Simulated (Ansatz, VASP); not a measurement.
# GaN in two plane-wave programs

Wanted: the spread between two codes on one cell, functional and k mesh. The cell is taken from a series of runs on this material, whose earlier steps may have relaxed, scaled, displaced or heated it; both programs get it as it stands.

Method: plane waves, with VASP 6.6.1 beside it; zone-centre phonons at LDA, in Ansatz 0.2.0.

**1. Set-up**

It takes space group I-4m2 (No. 119, tetragonal). The conventional cell has a = 3.056 Å, b = 3.056 Å, c = 4.596 Å, α = 90.00°, β = 90.00°, γ = 90.00°. Nearest to N lie 4 Ga at 1.91 Å. Nearest to Ga lie 4 N at 1.91 Å. Farther neighbours and most contacts between anions are not listed.

**2. VASP: zone-centre phonons, LDA**

Second derivatives magnify differences that forces hide, and they need a tight electronic threshold.

Lines of VASP's logs that name or quote its potential files are left out, and so is its time.

File INCAR:

```
SYSTEM = GaN
PREC = Accurate
ENCUT = 600
EDIFF = 1E-08
NELM = 120
ISMEAR = 0
SIGMA = 0.01
LREAL = .FALSE.
ALGO = Normal
GGA = CA
NBANDS = 15
LORBIT = 11
LWAVE = .FALSE.
LCHARG = .FALSE.
ISIF = 2
IBRION = 8
LEPSILON = .TRUE.
LASPH = .TRUE.
GGA_COMPAT = .FALSE.
EFERMI = MIDGAP
KPAR = 2
```

File POSCAR:

```
GaN
1.0
    0.0000000000      2.1607744357      2.2982036729
    2.1607744357      0.0000000000      2.2982036729
    2.1607744357      2.1607744357      0.0000000000
N Ga
1 1
Direct
    0.2500000000      0.2500000000      0.2500000000
    0.0000000000      0.0000000000      0.0000000000
```

File KPOINTS:

```
Automatic mesh
0
Gamma
12 12 12
0 0 0
```

Potentials, in the order of the species: N and Ga_d (LDA family, release 64).

On the command line:

```bash
$ mpirun -np 2 vasp_std
```

Numbers of over 12 decimals in the logs are rounded to 6 here.

Output:

```text
[banner, memory and clock lines left out]
running    2 mpi-ranks, on    1 nodes
 distrk:  each k-point on    1 cores,    2 groups
 distr:  one band on    1 cores,    1 groups

 POSCAR found type information on POSCAR N Ga
 POSCAR found :  2 types and       2 ions
 LDA part: xc-table for (Slater(with rela. corr.)+CA(PZ))
 , standard interpolation
 POSCAR, INCAR and KPOINTS ok, starting setup
 FFT: planning ... GRIDC
 FFT: planning ... GRID_SOFT
 FFT: planning ... GRID
 WAVECAR not read
 entering main loop
       N       E                     dE             d eps       ncg     rms          rms(c)
DAV:   1     0.865828276470E+02    0.86583E+02   -0.10289E+04  5472   0.238E+03
DAV:   2    -0.967628654284E+01   -0.96259E+02   -0.89699E+02  5549   0.363E+02
DAV:   3    -0.159726438623E+02   -0.62964E+01   -0.62681E+01  5527   0.773E+01
DAV:   4    -0.160426881114E+02   -0.70044E-01   -0.70030E-01  6028   0.855E+00
DAV:   5    -0.160435355842E+02   -0.84747E-03   -0.84747E-03  5922   0.912E-01    0.773E+00
DAV:   6    -0.139570918981E+02    0.20864E+01   -0.52008E+00  7340   0.454E+01    0.265E+00
DAV:   7    -0.139312400704E+02    0.25852E-01   -0.28169E-01  5569   0.635E+00    0.169E+00
DAV:   8    -0.139059465429E+02    0.25294E-01   -0.65179E-02  5954   0.309E+00    0.660E-01
DAV:   9    -0.139028208283E+02    0.31257E-02   -0.13248E-02  6776   0.269E+00    0.177E-01
DAV:  10    -0.139027983671E+02    0.22461E-04   -0.16279E-03  6036   0.615E-01    0.561E-02
DAV:  11    -0.139027537078E+02    0.44659E-04   -0.17366E-04  7418   0.234E-01    0.471E-03
DAV:  12    -0.139027553211E+02   -0.16133E-05   -0.14218E-05  5604   0.450E-02    0.491E-03
DAV:  13    -0.139027553288E+02   -0.76316E-08   -0.40097E-07  6786   0.123E-02    0.106E-03
DAV:  14    -0.139027553272E+02    0.15630E-08   -0.19477E-08  5381   0.133E-03
   1 F= -.13902755E+02 E0= -.13902755E+02  d E =0.000000E+00
 Linear response reoptimize wavefunctions to high precision
DAV:   1    -0.139027553271E+02    0.62300E-10   -0.29190E-09  5001   0.535E-04
DAV:   2    -0.139027553272E+02   -0.25466E-10   -0.23019E-10  3061   0.139E-04
 Linear response G [H, r] |phi>, progress :
  Direction:   1
       N       E                     dE             d eps       ncg     rms
 LRF_COMMUTATOR internal error: the vector H(1)-e(1) S(1) |phi(0)> is not orthog
 onal to |phi(0)> (1.031806837110683E-004,6.800116025829084E-016)
 LRF_COMMUTATOR internal error: the vector H(1)-e(1) S(1) |phi(0)> is not orthog
 onal to |phi(0)> (1.051042172370842E-004,2.699229728619912E-015)
 LRF_COMMUTATOR internal error: the vector H(1)-e(1) S(1) |phi(0)> is not orthog
 onal to |phi(0)> (1.024473647197599E-004,3.276198756729798E-014)
 LRF_COMMUTATOR internal error: the vector H(1)-e(1) S(1) |phi(0)> is not orthog
 onal to |phi(0)> (1.061917339921642E-004,-4.045375145977914E-015)
 LRF_COMMUTATOR internal error: the vector H(1)-e(1) S(1) |phi(0)> is not orthog
 onal to |phi(0)> (1.202246963405429E-004,-8.451572774959004E-015)
 LRF_COMMUTATOR internal error: the vector H(1)-e(1) S(1) |phi(0)> is not orthog
 onal to |phi(0)> (-1.020510198838920E-004,-1.748601263784622E-015)
 LRF_COMMUTATOR internal error: the vector H(1)-e(1) S(1) |phi(0)> is not orthog
 onal to |phi(0)> (1.429638681757529E-004,-1.783295733304158E-015)
 LRF_COMMUTATOR internal error: the vector H(1)-e(1) S(1) |phi(0)> is not orthog
 onal to |phi(0)> (1.007876773665151E-004,-1.650068970349139E-014)
 LRF_COMMUTATOR internal error: the vector H(1)-e(1) S(1) |phi(0)> is not orthog
 onal to |phi(0)> (-1.107812996923793E-004,-2.020605904817785E-014)
 LRF_COMMUTATOR internal error: the vector H(1)-e(1) S(1) |phi(0)> is not orthog
 onal to |phi(0)> (1.337794019518265E-004,-5.932754287840680E-015)
 LRF_COMMUTATOR internal error: the vector H(1)-e(1) S(1) |phi(0)> is not orthog
 onal to |phi(0)> (1.114676260880933E-004,-3.379241331202820E-015)
 LRF_COMMUTATOR internal error: the vector H(1)-e(1) S(1) |phi(0)> is not orthog
 onal to |phi(0)> (-1.294279952456096E-004,8.770761894538737E-015)
 LRF_COMMUTATOR internal error: the vector H(1)-e(1) S(1) |phi(0)> is not orthog
 onal to |phi(0)> (1.050203896003424E-004,8.770761894538737E-015)
 LRF_COMMUTATOR internal error: the vector H(1)-e(1) S(1) |phi(0)> is not orthog
 onal to |phi(0)> (-1.123497320867917E-004,-1.956768080901838E-014)
 LRF_COMMUTATOR internal error: the vector H(1)-e(1) S(1) |phi(0)> is not orthog
 onal to |phi(0)> (1.467253138754329E-004,-2.391836728676822E-014)
 LRF_COMMUTATOR internal error: the vector H(1)-e(1) S(1) |phi(0)> is not orthog
 onal to |phi(0)> (1.040595398357448E-004,-2.761679773755077E-014)
 LRF_COMMUTATOR internal error: the vector H(1)-e(1) S(1) |phi(0)> is not orthog
 onal to |phi(0)> (-1.053153221393099E-004,4.440892098500626E-016)
 LRF_COMMUTATOR internal error: the vector H(1)-e(1) S(1) |phi(0)> is not orthog
 onal to |phi(0)> (1.055457762668688E-004,2.221139938640704E-014)
 LRF_COMMUTATOR internal error: the vector H(1)-e(1) S(1) |phi(0)> is not orthog
[...]
RMM:   1    -0.455079023358E-01   -0.45508E-01    0.16884E+00 15441   0.756E+00
RMM:   2    -0.281149493115E+00   -0.23564E+00   -0.29853E-02 29193   0.150E+00    0.800E-01
RMM:   3    -0.277052443291E+00    0.40970E-02   -0.45917E-03 28899   0.557E-01    0.459E-01
RMM:   4    -0.284906232138E+00   -0.78538E-02   -0.39830E-03 28981   0.557E-01    0.328E-02
[...]
RMM:   7    -0.292564608869E+00   -0.33687E-03   -0.85290E-06 16748   0.225E-02    0.324E-03
RMM:   8    -0.292573874747E+00   -0.92659E-05   -0.10021E-06 17619   0.747E-03    0.420E-04
RMM:   9    -0.292575692736E+00   -0.18180E-05   -0.23481E-08 17570   0.180E-03    0.138E-04
RMM:  10    -0.292574685936E+00    0.10068E-05   -0.14794E-09 17677   0.418E-04    0.335E-05
RMM:  11    -0.292573777858E+00    0.90808E-06   -0.28719E-09 13298   0.119E-04    0.198E-05
RMM:  12    -0.292574030651E+00   -0.25279E-06   -0.24024E-10  6073   0.552E-05    0.270E-06
 change of polarisation eV/A/(eV/A) component  3 :     0.157     0.021     0.556
 dielectric tensor                  component  3 :     1.323     0.180     5.690
 Linear response DOF=           4
 Linear response progress:
  Degree of freedom:   1/  4
       N       E                     dE             d eps       ncg     rms          rms(c)
RMM:   1    -0.236790243892E+00   -0.23679E+00    0.90612E-02 33960   0.410E+00
RMM:   2    -0.227949464748E+00    0.88408E-02   -0.91130E-03 24600   0.106E+00    0.147E-01
RMM:   3    -0.229028440804E+00   -0.10790E-02   -0.15576E-03 27334   0.342E-01    0.723E-02
RMM:   4    -0.230290350293E+00   -0.12619E-02   -0.36244E-04 27226   0.134E-01    0.183E-02
RMM:   5    -0.230393493259E+00   -0.10314E-03   -0.12645E-05 28004   0.317E-02    0.304E-03
RMM:   6    -0.230334883554E+00    0.58610E-04   -0.90301E-07 27421   0.814E-03    0.118E-03
RMM:   7    -0.230326535014E+00    0.83485E-05   -0.42980E-08 28801   0.206E-03    0.906E-05
RMM:   8    -0.230326366579E+00    0.16844E-06   -0.10545E-08 28272   0.503E-04    0.225E-05
RMM:   9    -0.230326006998E+00    0.35958E-06   -0.51597E-09 28517   0.159E-04    0.875E-06
RMM:  10    -0.230326163156E+00   -0.15616E-06   -0.68370E-09 28393   0.699E-05    0.104E-06
RMM:  11    -0.230326159035E+00    0.41209E-08   -0.47594E-09 28395   0.369E-05    0.460E-07
 first order change of Fermi-energy   0.82844E-04
 force on displaced ion       1 direction 1 : -13.991  -0.000   0.000
 Born effective charge ion    1 direction 1 :  -2.583   0.000   0.000
 Linear response progress:
  Degree of freedom:   2/  4
       N       E                     dE             d eps       ncg     rms          rms(c)
RMM:   1    -0.236368486181E+00   -0.23637E+00    0.10379E-01 19404   0.423E+00
RMM:   2    -0.227584111189E+00    0.87844E-02   -0.95114E-03 14490   0.104E+00    0.150E-01
RMM:   3    -0.228601716295E+00   -0.10176E-02   -0.15325E-03 16013   0.337E-01    0.731E-02
RMM:   4    -0.229867604295E+00   -0.12659E-02   -0.40895E-04 15971   0.141E-01    0.176E-02
RMM:   5    -0.229926902274E+00   -0.59298E-04   -0.12827E-05 16421   0.320E-02    0.227E-03
RMM:   6    -0.229885619252E+00    0.41283E-04   -0.78311E-07 16289   0.791E-03    0.116E-03
RMM:   7    -0.229878852588E+00    0.67667E-05   -0.44008E-08 16731   0.192E-03    0.984E-05
RMM:   8    -0.229878540493E+00    0.31209E-06   -0.56466E-09 16717   0.487E-04    0.273E-05
RMM:   9    -0.229878258501E+00    0.28199E-06   -0.39836E-09 16886   0.157E-04    0.852E-06
RMM:  10    -0.229878350937E+00   -0.92436E-07   -0.38010E-09 16681   0.723E-05    0.207E-06
RMM:  11    -0.229878368708E+00   -0.17771E-07   -0.37723E-09 16622   0.411E-05    0.521E-07
RMM:  12    -0.229878362795E+00    0.59132E-08   -0.37640E-09 15143   0.315E-05    0.136E-07
 first order change of Fermi-energy  -0.88050E+00
 force on displaced ion       1 direction 3 :  -0.000  -0.000 -15.230
 Born effective charge ion    1 direction 3 :   0.000   0.000  -2.689
 Linear response progress:
  Degree of freedom:   3/  4
       N       E                     dE             d eps       ncg     rms          rms(c)
RMM:   1    -0.162723814810E+00   -0.16272E+00    0.32014E-01 18170   0.949E+00
RMM:   2    -0.160762146244E+00    0.19617E-02   -0.36561E-02 27896   0.174E+00    0.566E-02
RMM:   3    -0.161002599817E+00   -0.24045E-03   -0.23982E-03 28314   0.399E-01    0.342E-02
RMM:   4    -0.160650402501E+00    0.35220E-03   -0.14879E-04 29809   0.110E-01    0.356E-03
RMM:   5    -0.160659436370E+00   -0.90339E-05   -0.11312E-05 30445   0.314E-02    0.212E-03
RMM:   6    -0.160653920765E+00    0.55156E-05   -0.13294E-06 30494   0.993E-03    0.321E-04
RMM:   7    -0.160653942550E+00   -0.21785E-07   -0.16651E-07 30874   0.348E-03    0.161E-04
RMM:   8    -0.160654124844E+00   -0.18229E-06   -0.99316E-08 30750   0.122E-03    0.365E-05
RMM:   9    -0.160653949057E+00    0.17579E-06   -0.15014E-08 30732   0.464E-04    0.885E-06
RMM:  10    -0.160653881343E+00    0.67714E-07   -0.19421E-08 30950   0.197E-04    0.178E-06
RMM:  11    -0.160653876539E+00    0.48044E-08   -0.15232E-08 31021   0.945E-05    0.558E-07
 first order change of Fermi-energy  -0.18048E-04
 force on displaced ion       2 direction 1 : -13.980   0.000  -0.000
 Born effective charge ion    2 direction 1 :   2.582   0.000   0.000
 Linear response progress:
  Degree of freedom:   4/  4
       N       E                     dE             d eps       ncg     rms          rms(c)
RMM:   1    -0.164271866443E+00   -0.16427E+00    0.25384E-01 10699   0.922E+00
RMM:   2    -0.161466740851E+00    0.28051E-02   -0.35174E-02 16212   0.169E+00    0.591E-02
RMM:   3    -0.161696644938E+00   -0.22990E-03   -0.25868E-03 16523   0.404E-01    0.358E-02
RMM:   4    -0.161330131812E+00    0.36651E-03   -0.18183E-04 17320   0.112E-01    0.396E-03
RMM:   5    -0.161343002023E+00   -0.12870E-04   -0.12172E-05 17611   0.311E-02    0.234E-03
RMM:   6    -0.161336406305E+00    0.65957E-05   -0.14226E-06 17766   0.999E-03    0.326E-04
RMM:   7    -0.161336081634E+00    0.32467E-06   -0.21701E-07 17884   0.338E-03    0.189E-04
RMM:   8    -0.161336538702E+00   -0.45707E-06   -0.40215E-08 18054   0.115E-03    0.347E-05
RMM:   9    -0.161336375227E+00    0.16348E-06    0.15342E-08 17909   0.428E-04    0.100E-05
RMM:  10    -0.161336283366E+00    0.91861E-07    0.33011E-08 17917   0.183E-04    0.174E-06
RMM:  11    -0.161336263355E+00    0.20011E-07    0.17757E-07 18218   0.887E-05    0.682E-07
RMM:  12    -0.161336263630E+00   -0.27484E-09    0.12730E-07 17416   0.542E-05    0.267E-07
RMM:  13    -0.161336265228E+00   -0.15981E-08    0.13229E-07 13682   0.403E-05    0.150E-07
RMM:  14    -0.161336269672E+00   -0.44444E-08    0.87772E-08 11206   0.347E-05    0.923E-08
 first order change of Fermi-energy   0.88162E+00
 force on displaced ion       2 direction 3 :   0.000   0.000 -15.233
 Born effective charge ion    2 direction 3 :   0.000   0.000   2.688
 Born effective charges drift removed
 Linear response finished
```

Parts of OUTCAR (step 2):

```text
ion  position               nearest neighbor table
   1  0.250  0.250  0.250-   2 1.91   2 1.91   2 1.91   2 1.91
   2  0.000  0.000  0.000-   1 1.91   1 1.91   1 1.91   1 1.91

  LATTYP: Found a body centered tetragonal cell.
 ALAT       =     3.0557965122
 C/A-ratio  =     1.5041601518

 Subroutine GETGRP returns: Found  8 space group operations
 (whereof  8 operations were pure point group operations)

The static configuration has the point symmetry D_2d.

 Found    163 irreducible k-points:

   k-points           NKPTS =    163   k-points in BZ     NKDIM =    163   number of bands    NBANDS=     15

   dimension x,y,z NGX =    28 NGY =   28 NGZ =   24
   dimension x,y,z NGXF=    56 NGYF=   56 NGZF=   48

   ENCUT  =  600.0 eV  44.10 Ry    6.64 a.u.   6.30  6.30  6.10*2*pi/ulx,y,z

   NELECT =      18.0000    total number of electrons

 k-points in reciprocal lattice and weights: Automatic mesh
   0.00000000  0.00000000  0.00000000       0.001
   0.08333333  0.00000000  0.00000000       0.005
   0.16666667  0.00000000  0.00000000       0.005
   0.25000000  0.00000000  0.00000000       0.005
   0.33333333  0.00000000  0.00000000       0.005
   0.41666667  0.00000000  0.00000000       0.005
   0.50000000  0.00000000  0.00000000       0.002
   0.08333333  0.08333333  0.00000000       0.001
   0.16666667  0.08333333  0.00000000       0.005
[...]
-0.33333333  0.16666667  0.50000000       0.002
  -0.25000000  0.25000000  0.50000000       0.001

 average (electrostatic) potential at core
       1 -61.3048       2 -64.0368

  Total        1.3733122      1.3733122      0.1654754      0.0000000      0.0000000      0.0000000
  in kB      102.5280016    102.5280016     12.3539718      0.0000000      0.0000000      0.0000000
  external PRESSURE =      72.4699917 kB  Pullay stress =       0.0000000 kB

  energy-cutoff  :      600.00
  volume of cell :       21.46
      direct lattice vectors                 reciprocal lattice vectors
     0.000000000  2.160774436  2.298203673    -0.231398517  0.231398517  0.217561222
     2.160774436  0.000000000  2.298203673     0.231398517 -0.231398517  0.217561222
     2.160774436  2.160774436  0.000000000     0.231398517  0.231398517 -0.217561222

 POSITION                                       TOTAL-FORCE (eV/Angst)
 -----------------------------------------------------------------------------------
      1.08039      1.08039      1.14910        -0.000000     -0.000000      0.000000
      0.00000      0.00000      0.00000         0.000000      0.000000      0.000000
 -----------------------------------------------------------------------------------
    total drift:                                0.000002      0.000002     -0.000004

 MACROSCOPIC STATIC DIELECTRIC TENSOR (including local field effects in DFT)
 ------------------------------------------------------
           5.562265     0.000000    -0.000000
          -0.000000     5.562265    -0.000000
           0.000000    -0.000000     5.689756
 ------------------------------------------------------

 PIEZOELECTRIC TENSOR (including local field effects)  for field in x, y, z        (C/m^2)
          XX          YY          ZZ          XY          YZ          ZX
  --------------------------------------------------------------------------------
  x     0.00000     0.00000    -0.00000     0.00000    -1.03035     0.00000
  y     0.00000     0.00000    -0.00000     0.00000     0.00000    -1.03035
  z     0.00000     0.00000     0.00000    -0.95749     0.00000     0.00000

 BORN EFFECTIVE CHARGES (including local field effects) (in |e|, cummulative output)
 ---------------------------------------------------------------------------------
 ion    1
    1    -2.58268     0.00000     0.00000
    2     0.00000    -2.58268     0.00000
    3     0.00000     0.00000    -2.68880
 ion    2
    1     2.58268     0.00000     0.00000
    2     0.00000     2.58268    -0.00000
    3     0.00000     0.00000     2.68880

 Eigenvectors and eigenvalues of the dynamical matrix
 ----------------------------------------------------

   1 f  =   17.867574 THz   112.265277 2PiTHz  595.998105 cm-1    73.894314 meV
             X         Y         Z           dx          dy          dz
      1.080387  1.080387  1.149102     0.000000    0.000000    0.912551
      0.000000  0.000000  0.000000     0.000000    0.000000   -0.408963

   2 f  =   17.123860 THz   107.592385 2PiTHz  571.190481 cm-1    70.818562 meV
             X         Y         Z           dx          dy          dz
      1.080387  1.080387  1.149102     0.912620    0.000000    0.000000
      0.000000  0.000000  0.000000    -0.408809    0.000000    0.000000

   3 f  =   17.123860 THz   107.592385 2PiTHz  571.190481 cm-1    70.818562 meV
             X         Y         Z           dx          dy          dz
      1.080387  1.080387  1.149102     0.000000    0.912620    0.000000
      0.000000  0.000000  0.000000     0.000000   -0.408809    0.000000

   4 f/i=    0.000547 THz     0.003439 2PiTHz    0.018258 cm-1     0.002264 meV
             X         Y         Z           dx          dy          dz
      1.080387  1.080387  1.149102     0.000000    0.000000   -0.408963
      0.000000  0.000000  0.000000     0.000000    0.000000   -0.912551

   5 f/i=    0.002368 THz     0.014881 2PiTHz    0.079002 cm-1     0.009795 meV
             X         Y         Z           dx          dy          dz
      1.080387  1.080387  1.149102     0.000000   -0.408809    0.000000
      0.000000  0.000000  0.000000     0.000000   -0.912620    0.000000

   6 f/i=    0.002368 THz     0.014881 2PiTHz    0.079002 cm-1     0.009795 meV
             X         Y         Z           dx          dy          dz
      1.080387  1.080387  1.149102    -0.408809    0.000000    0.000000
      0.000000  0.000000  0.000000    -0.912620    0.000000    0.000000

 MACROSCOPIC STATIC DIELECTRIC TENSOR IONIC CONTRIBUTION
 ------------------------------------------------------
           4.021508    -0.000000    -0.000000
          -0.000000     4.021508     0.000000
          -0.000000     0.000000     4.002270
 ------------------------------------------------------

 ELASTIC MODULI CONTR FROM IONIC RELAXATION (kBar)
 Direction    XX          YY          ZZ          XY          YZ          ZX
 --------------------------------------------------------------------------------
 XX           0.0000      0.0000      0.0000      0.0000      0.0000      0.0000
 YY           0.0000      0.0000      0.0000      0.0000      0.0000      0.0000
 ZZ           0.0000      0.0000      0.0000      0.0000      0.0000      0.0000
 XY           0.0000      0.0000      0.0000   -615.4223      0.0000     -0.0000
 YZ           0.0000      0.0000      0.0000      0.0000   -603.7057      0.0000
 ZX           0.0000      0.0000      0.0000     -0.0000      0.0000   -577.4405
 --------------------------------------------------------------------------------

 PIEZOELECTRIC TENSOR IONIC CONTR  for field in x, y, z        (C/m^2)
          XX          YY          ZZ          XY          YZ          ZX
  --------------------------------------------------------------------------------
  x     0.00000     0.00000     0.00000    -0.00000     1.46615    -0.00000
  y     0.00000     0.00000     0.00000     0.00000    -0.00000     1.43391
  z     0.00000     0.00000     0.00000     1.47677    -0.00000     0.00000
```

The dielectric response converges more slowly with the mesh than energies do, so tensor and charges may still move on a finer one.

[end of part 1 of 2]

[Lines on the potential files, build, host, timing and source positions are cut from VASP's logs without a mark.]

[Logs are printed without paths, hosts, clocks, repeated set-up lines and the standing remarks that a program may print on its own settings, such as how far it seeks lower states.]

[Hosts, paths, dates, database ids (printed as entryN), source tags and the programs' standing remarks are cut or masked in the printed files.]
